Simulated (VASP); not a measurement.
## VASP inputs for TiO2 (strained rutile)

INCAR

```
NELM = 120
PREC = Accurate
ENCUT = 520
GGA = PE
IBRION = -1
ISMEAR = -1
LCHARG = .FALSE.
LREAL = .FALSE.
LWAVE = .FALSE.
ISIF = 2
SIGMA = 0.02
EDIFF = 1E-7
NBANDS = 33
LASPH = .TRUE.
NSW = 0
```

KPOINTS

```
KPOINTS created by Atomic Simulation Environment
0
Gamma
6 6 8
0 0 0
```

KPOINTS_OPT

```
special points
6
Reciprocal
0.0000000000 0.0000000000 0.0000000000 1
0.0000000000 0.5000000000 0.0000000000 1
0.5000000000 0.5000000000 0.0000000000 1
0.0000000000 0.0000000000 0.5000000000 1
0.0000000000 0.5000000000 0.5000000000 1
0.5000000000 0.5000000000 0.5000000000 1
```

POSCAR

```
Ti O
 1.0000000000000000
     4.6887905638999996    0.0000000000000000    0.0000000000000000
     0.0000000000000000    4.6887905638999996    0.0000000000000000
     0.0000000000000000    0.0000000000000000    2.9194584458000001
 Ti  O
   2   4
Cartesian
 -0.0000000000000000  0.0000000000000000  0.0000000000000000
  2.3443952819499994  2.3443952819499994  1.4597292228999998
  1.4342920096423768  1.4342920096423768  0.0000000000000000
  0.9101032723076227  3.7786872915923766  1.4597292228999998
  3.7786872915923766  0.9101032723076227  1.4597292228999998
  3.2544985542576219  3.2544985542576219  0.0000000000000000
```

VASP ran with the recommended PBE PAW datasets (48 valence electrons in the cell).

Question: Estimate the main results of this run.

Answer: gap between bands v and c 1.91 eV; least direct gap 1.91 eV; pressure 1.1 GPa; largest force 0.11 eV/Å.

Band v is the last that the valence electrons fill when counted band by band, and c is the next. Levels in eV from the top of v:

```
point    v−1      v     c   c+1
    Γ  -0.38   0.00  1.91  2.18
    X  -0.66  -0.66  2.56  2.56
    M  -0.97  -0.97  1.94  1.94
    Z  -1.36  -1.36  2.93  2.93
    R  -0.91  -0.91  1.98  1.98
    A  -0.64  -0.64  2.61  2.61
```
